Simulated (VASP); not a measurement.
# BAs (series) (F-43m) in VASP: notebook

Runs on BAs (series). Level: PBE. Tasks: single point.

Everything below comes from runs of VASP 6.6.1. Logs are shortened: lines on timing, memory, paths and dates and some standing lists are left out, and cuts for length are marked.

## 1. The crystal as given

Symmetry: F-43m, No. 216, cubic system. The conventional cell has a = 4.777 Å, b = 4.777 Å, c = 4.777 Å, α = 90.00°, β = 90.00°, γ = 90.00°. Around B (site symmetry -43m) lie 4 As at 2.07 Å. As (site symmetry -43m) is surrounded by 4 B at 2.07 Å.

## 2. Single point, PBE

The input, INCAR:

```
SYSTEM = BAs
ALGO = Normal ; EDIFF = 1E-6
ENCUT = 520 ; GGA = PE
ISIF = 2 ; ISMEAR = 0
LASPH = .True. ; LCHARG = .False.
LREAL = .False. ; LWAVE = .False.
NBANDS = 11 ; NELM = 100
PREC = Accurate ; SIGMA = 0.02
```

The input, KPOINTS:

```
k-points
0
Gamma
  10 10 10
  0 0 0
```

The input, POSCAR:

```
BAs
1.0
    0.0000000000      2.3885000000      2.3885000000
    2.3885000000      0.0000000000      2.3885000000
    2.3885000000      2.3885000000      0.0000000000
B As
1 1
Direct
    0.0000000000      0.0000000000      0.0000000000
    0.2500000000      0.2500000000      0.2500000000
```

Potentials or basis: VASP PAW PBE potentials, release 64 (B, As).

Command:

```console
cat potpaw_PBE.64/B/POTCAR potpaw_PBE.64/As/POTCAR > POTCAR
mpirun -np 1 vasp_std > vasp.out
```

OUTCAR:

```text
SYSTEM = BAs
   EDIFF = 1E-6
   ENCUT = 520
   GGA = PE
   ISIF = 2
   ISMEAR = 0
   LASPH = .True.
   LREAL = .False.
   NELM = 100
   PREC = Accurate

 ion  position               nearest neighbor table
   1  0.000  0.000  0.000-   2 2.07   2 2.07   2 2.07   2 2.07
   2  0.250  0.250  0.250-   1 2.07   1 2.07   1 2.07   1 2.07

  LATTYP: Found a face centered cubic cell.
 ALAT       =     4.7770000000

  Lattice vectors:

 A1 = (   0.0000000000,   2.3885000000,   2.3885000000)
 A2 = (   2.3885000000,   0.0000000000,   2.3885000000)
 A3 = (   2.3885000000,   2.3885000000,   0.0000000000)

Analysis of symmetry for initial positions (statically):
=====================================================================
 Subroutine PRICEL returns:
 Original cell was already a primitive cell.

 Routine SETGRP: Setting up the symmetry group for a
 face centered cubic supercell.

 Subroutine GETGRP returns: Found 24 space group operations
 (whereof 24 operations were pure point group operations)
 out of a pool of 48 trial point group operations.

The static configuration has the point symmetry T_d .

Analysis of symmetry for dynamics (positions and initial velocities):
=====================================================================
 Subroutine PRICEL returns:
 Original cell was already a primitive cell.

 Routine SETGRP: Setting up the symmetry group for a
 face centered cubic supercell.

 Subroutine GETGRP returns: Found 24 space group operations
 (whereof 24 operations were pure point group operations)
 out of a pool of 48 trial point group operations.

The dynamic configuration has the point symmetry T_d .

 Subroutine INISYM returns: Found 24 space group operations
 (whereof 24 operations are pure point group operations),
 and found     1 'primitive' translations

----------------------------------------------------------------------------------------

                                     Primitive cell

  volume of cell :      27.2525

  direct lattice vectors                    reciprocal lattice vectors
     0.000000000  2.388500000  2.388500000    -0.209336404  0.209336404  0.209336404
     2.388500000  0.000000000  2.388500000     0.209336404 -0.209336404  0.209336404
     2.388500000  2.388500000  0.000000000     0.209336404  0.209336404 -0.209336404

  length of vectors
     3.377849094  3.377849094  3.377849094     0.362581287  0.362581287  0.362581287

  position of ions in fractional coordinates (direct lattice)
     0.000000000  0.000000000  0.000000000
     0.250000000  0.250000000  0.250000000

  ion indices of the primitive-cell ions
   primitive index   ion index
                 1           1
                 2           2

----------------------------------------------------------------------------------------

 KPOINTS: k-points

Automatic generation of k-mesh.
 Grid dimensions read from file:
 generate k-points for:   10   10   10

 Generating k-lattice:

  Cartesian coordinates                     Fractional coordinates (reciprocal lattice)
    -0.020933640  0.020933640  0.020933640     0.100000000  0.000000000  0.000000000
     0.020933640 -0.020933640  0.020933640     0.000000000  0.100000000  0.000000000
     0.020933640  0.020933640 -0.020933640     0.000000000  0.000000000  0.100000000

  Length of vectors
     0.036258129  0.036258129  0.036258129

  Shift w.r.t. Gamma in fractional coordinates (k-lattice)
     0.000000000  0.000000000  0.000000000

 Subroutine IBZKPT returns following result:
 ===========================================

 Found     47 irreducible k-points:

 Following reciprocal coordinates:
            Coordinates               Weight
  0.000000  0.000000  0.000000      1.000000
  0.100000  0.000000  0.000000      8.000000
  0.200000  0.000000  0.000000      8.000000
  0.300000  0.000000  0.000000      8.000000
  0.400000  0.000000  0.000000      8.000000
  0.500000  0.000000  0.000000      4.000000
[... 16 lines left out ...]
  0.300000  0.300000  0.000000      6.000000
  0.400000  0.300000  0.000000     24.000000
 [... further k-points ...]
   k-points           NKPTS =     47   k-points in BZ     NKDIM =     47   number of bands    NBANDS=     11
   number of dos      NEDOS =    301   number of ions     NIONS =      2
   total plane-waves  NPLWV =  21952
   dimension x,y,z NGX =    28 NGY =   28 NGZ =   28
   dimension x,y,z NGXF=    56 NGYF=   56 NGZF=   56
   ions per type =               1   1
   NGX,Y,Z   is equivalent  to a cutoff of  13.78, 13.78, 13.78 a.u.
   NGXF,Y,Z  is equivalent  to a cutoff of  27.56, 27.56, 27.56 a.u.
 SYSTEM =  BAs
   PREC   = accura    normal or accurate (medium, high low for compatibility)
   ISTART =      0    job   : 0-new  1-cont  2-samecut
   ICHARG =      2    charge: 1-file 2-atom 10-const
   ISPIN  =      1    spin polarized calculation?
   LNONCOLLINEAR =      F non collinear calculations
   LSORBIT =      F    spin-orbit coupling
   LASPH  =      T    aspherical Exc in radial PAW
   ENCUT  =  520.0 eV  38.22 Ry    6.18 a.u.   6.28  6.28  6.28*2*pi/ulx,y,z
   NELM   =    100;   NELMIN=  2; NELMDL= -5     # of ELM steps
   EDIFF  = 0.1E-05   stopping-criterion for ELM
   LREAL  =      F    real-space projection
   EDIFFG = 0.1E-04   stopping-criterion for IOM
   NSW    =      0    number of steps for IOM
   IBRION =     -1    ionic relax: 0-MD 1-quasi-New 2-CG
   NFREE  =      0    steps in history (QN), initial steepest desc. (CG)
   ISIF   =      2    stress and relaxation
   ISYM   =      2    0-nonsym 1-usesym 2-fastsym
   POTIM  = 0.5000    time-step for ionic-motion
   TEBEG  =    0.0;   TEEND  =   0.0 temperature during run
   PSTRESS=    0.0 pullay stress
   NELECT =       8.0000    total number of electrons
   NUPDOWN=      -1.0000    fix difference up-down
   EMIN   =  10.00;   EMAX   =-10.00  energy-range for DOS
   EFERMI =   0.00;   METHOD = LEGACY
   ISMEAR =     0;   SIGMA  =   0.02  broadening in eV -4-tet -1-fermi 0-gaus
   EFERMI_NEDOS =   21; number of points for ismear=-14 and -15
   IALGO  =     38    algorithm
   IMIX   =      4    mixing-type and parameters
     AMIX     =   0.40;   BMIX     =  1.00
     AMIX_MAG =   1.60;   BMIX_MAG =  1.00
  volume/ion in A,a.u.               =      13.63        91.95
  Fermi-wavevector in a.u.,A,eV,Ry     =   1.088018  2.056057 16.106360  1.183784
  Thomas-Fermi vector in A             =   2.224191
   LORBIT       =      0    0 simple, 1 ext, 2 COOP (PROOUT), +10 PAW based schemes
   GGA     = PE    functional components
   LHFCALC =     F    Hartree Fock is set to
   AEXX    =    0.0000 exact exchange contribution
   IVDW    =     0    specifies the selected vdW correction
   LEPSILON=     F    determine dielectric tensor
   LRPA    =     F    only Hartree local field effects (RPA)
 non-spin polarized calculation
 Gauss-broadening in eV      SIGMA  =   0.02
  energy-cutoff  :      520.00
  volume of cell :       27.25
 maximum number of plane-waves:       754
 NGX is ok and might be reduce to    28
   NGX = 13   NGY = 13   NGZ = 13

 number of electron       8.0000000 magnetization

 Free energy of the ion-electron system (eV)
  ---------------------------------------------------
  ext. energy  EPLUGINS =         0.00000000
  ---------------------------------------------------
  free energy    TOTEN  =       -11.40640277 eV

  energy without entropy =      -11.40640277  energy(sigma->0) =      -11.40640277

 E-fermi :   6.2385     XC(G=0): -10.5843

 val. band max:        6.1263305356   @ k =   0.0000   0.0000   0.0000
 cond. band min:       7.3017620259   @ k =   0.4000   0.4000   0.0000
 fundamental gap:      1.1754314902
 Fermi energy:         6.2385213288

 k-point     1 :       0.0000    0.0000    0.0000
  band No.  band energies     occupation
      1      -9.2749      2.00000
      2       6.1263      2.00000
      3       6.1263      2.00000
      4       6.1263      2.00000
      5       9.4028      0.00000
      6       9.4028      0.00000
      7       9.4028      0.00000
      8      10.8131      0.00000
      9      15.7090      0.00000
     10      19.0768      0.00000
     11      19.0768      0.00000

 k-point     2 :       0.1000    0.0000    0.0000
  band No.  band energies     occupation
      1      -9.1107      2.00000
      2       4.7309      2.00000
      3       5.8247      2.00000
      4       5.8247      2.00000
      5       9.5502      0.00000
      6       9.8001      0.00000
      7       9.8001      0.00000
      8      11.6850      0.00000
      9      16.3542      0.00000
     10      18.0093      0.00000
     11      18.0093      0.00000

 k-point     3 :       0.2000    0.0000    0.0000
  band No.  band energies     occupation
      1      -8.6264      2.00000
      2       2.3655      2.00000
      3       5.2500      2.00000
      4       5.2500      2.00000
      5       9.3351      0.00000
      6      10.5171      0.00000
      7      10.5171      0.00000
      8      13.3083      0.00000
      9      17.2898      0.00000
     10      17.2898      0.00000
     11      17.3527      0.00000

 k-point     4 :       0.3000    0.0000    0.0000
  band No.  band energies     occupation
      1      -7.8583      2.00000
      2       0.0738      2.00000
      3       4.7417      2.00000
      4       4.7417      2.00000
      5       9.0631      0.00000
      6      10.9192      0.00000
      7      10.9192      0.00000
      8      14.5734      0.00000
      9      17.4744      0.00000
     10      17.7372      0.00000
     11      17.7372      0.00000

 k-point     5 :       0.4000    0.0000    0.0000
  band No.  band energies     occupation
      1      -6.9395      2.00000
      2      -1.8018      2.00000
      3       4.4157      2.00000
      4       4.4157      2.00000
      5       8.8806      0.00000
      6      10.9452      0.00000
      7      10.9452      0.00000
      8      14.9864      0.00000
      9      18.1879      0.00000
     10      19.2604      0.00000
     11      19.2604      0.00000
[... 211 lines left out ...]
 k-point    21 :      -0.3000    0.2000    0.0000
  band No.  band energies     occupation
      1      -6.7262      2.00000
      2      -0.9141      2.00000
      3       1.5070      2.00000
      4       4.1715      2.00000
      5       9.6528      0.00000
      6      12.0631      0.00000
      7      12.3351      0.00000
      8      14.2494      0.00000
      9      16.8144      0.00000
     10      18.2336      0.00000
     11      21.4383      0.00000

 k-point    22 :      -0.2000    0.2000    0.0000
  band No.  band energies     occupation
      1      -7.5949      2.00000
      2       0.6557      2.00000
      3       2.0531      2.00000
      4       4.8331      2.00000
      5      10.0597      0.00000
      6      11.2441      0.00000
      7      12.1365      0.00000
      8      13.1324      0.00000
      9      16.0106      0.00000
     10      18.7524      0.00000
     11      20.3077      0.00000

 k-point    23 :       0.3000    0.3000    0.0000
  band No.  band energies     occupation
      1      -7.3588      2.00000
      2       0.9138      2.00000
      3       2.9369      2.00000
      4       2.9369      2.00000
      5       7.5220      0.00000
      6       9.7837      0.00000
      7      14.5796      0.00000
      8      14.5796      0.00000
      9      17.1251      0.00000
     10      21.1915      0.00000
     11      21.2234      0.00000

 k-point    24 :       0.4000    0.3000    0.0000
  band No.  band energies     occupation
      1      -6.6308      2.00000
      2      -0.3314      2.00000
      3       2.1499      2.00000
      4       2.6401      2.00000
      5       7.8225      0.00000
      6       9.5221      0.00000
      7      14.9620      0.00000
      8      15.1948      0.00000
      9      18.1795      0.00000
     10      21.9433      0.00000
     11      21.9978      0.00000

 [... further k-points ...]

------------------------ aborting loop because EDIFF is reached ----------------------------------------

  FORCE on cell =-STRESS in cart. coord.  units (eV):
  Direction    XX          YY          ZZ          XY          YZ          ZX
  --------------------------------------------------------------------------------------
  -------------------------------------------------------------------------------------
  Total        0.5824742      0.5824742      0.5824742      0.0000000      0.0000000      0.0000000
  in kB       34.2437660     34.2437660     34.2437660      0.0000000      0.0000000      0.0000000
  external PRESSURE =      34.2437660 kB  Pullay stress =       0.0000000 kB

 VOLUME and BASIS-vectors are now :
 -----------------------------------------------------------------------------
  energy-cutoff  :      520.00
  volume of cell :       27.25
      direct lattice vectors                 reciprocal lattice vectors
     0.000000000  2.388500000  2.388500000    -0.209336404  0.209336404  0.209336404
     2.388500000  0.000000000  2.388500000     0.209336404 -0.209336404  0.209336404
     2.388500000  2.388500000  0.000000000     0.209336404  0.209336404 -0.209336404

 POSITION                                       TOTAL-FORCE (eV/Angst)
 -----------------------------------------------------------------------------------
      0.00000      0.00000      0.00000        -0.000000     -0.000000     -0.000000
      1.19425      1.19425      1.19425         0.000000      0.000000      0.000000
 -----------------------------------------------------------------------------------
    total drift:                               -0.000000     -0.000000     -0.000000

  FREE ENERGIE OF THE ION-ELECTRON SYSTEM (eV)
  ---------------------------------------------------
  free  energy   TOTEN  =       -11.4064027693 eV

  energy  without entropy=      -11.4064027693  energy(sigma->0) =      -11.40640277
```

Wall time 18 s (1 thread of Intel Xeon Platinum 8259CL at 2.50GHz (Skylake/Cascade Lake), shared host); peak memory 0.16 GiB.

What came out:

```
Free energy            : -11.4064 eV
Pressure               : 3.4 GPa
Band gap on the k mesh : 1.18 eV, indirect (least direct gap 3.28 eV)
```

## 3. Single point, PBE

The input, INCAR:

```
SYSTEM = BAs
PREC     = Accurate       ! precision mode
ENCUT    = 520            ! plane-wave cutoff, eV
EDIFF    = 1E-7           ! SCF threshold, eV
ISMEAR   = 0              ! smearing method
SIGMA    = 0.02           ! smearing width, eV
LREAL    = .False.        ! projectors in reciprocal space
LASPH    = .True.         ! aspherical terms in the spheres
NELM     = 100            ! most SCF steps
ALGO     = Normal         ! electronic algorithm
ISIF     = 2              ! what is computed and relaxed
LWAVE    = .False.        ! write WAVECAR
LCHARG   = .False.        ! write CHGCAR
GGA      = PE             ! functional
NBANDS   = 11             ! bands
```

The input, KPOINTS:

```
regular mesh
0
Gamma
  14 14 14
  0 0 0
```

POSCAR is that of step 2.

Potentials or basis: VASP PAW PBE potentials, release 64 (B, As).

Command:

```console
cat potpaw_PBE.64/B/POTCAR potpaw_PBE.64/As/POTCAR > POTCAR
mpirun -np 1 vasp_std > vasp.out
```

It took 34 s on 1 thread of Intel Xeon Platinum 8259CL at 2.50GHz (Skylake/Cascade Lake), shared host; peak memory 0.17 GiB.

It converged, with:

- Free energy: -11.4068 eV
- Pressure: 3.4 GPa
- Band gap on the k mesh: 1.20 eV, indirect (least direct gap 3.28 eV)

Levels at points of the mesh, in eV from the valence-band top:
| k point | band 1 | band 2 | band 3 | band 4 | band 5 | band 6 | band 7 | band 8 | band 9 |
| --- | --- | --- | --- | --- | --- | --- | --- | --- | --- |
| (0.00, 0.00, 0.00) | -15.40 | 0.00 | 0.00 | 0.00 | 3.28 | 3.28 | 3.28 | 4.69 | 9.58 |
| (0.50, 0.00, 0.00) | -12.53 | -8.79 | -1.82 | -1.82 | 2.69 | 4.78 | 4.78 | 8.86 | 12.72 |
| (0.50, 0.50, 0.00) | -11.21 | -8.53 | -4.08 | -4.08 | 1.43 | 1.44 | 11.37 | 11.37 | 12.86 |
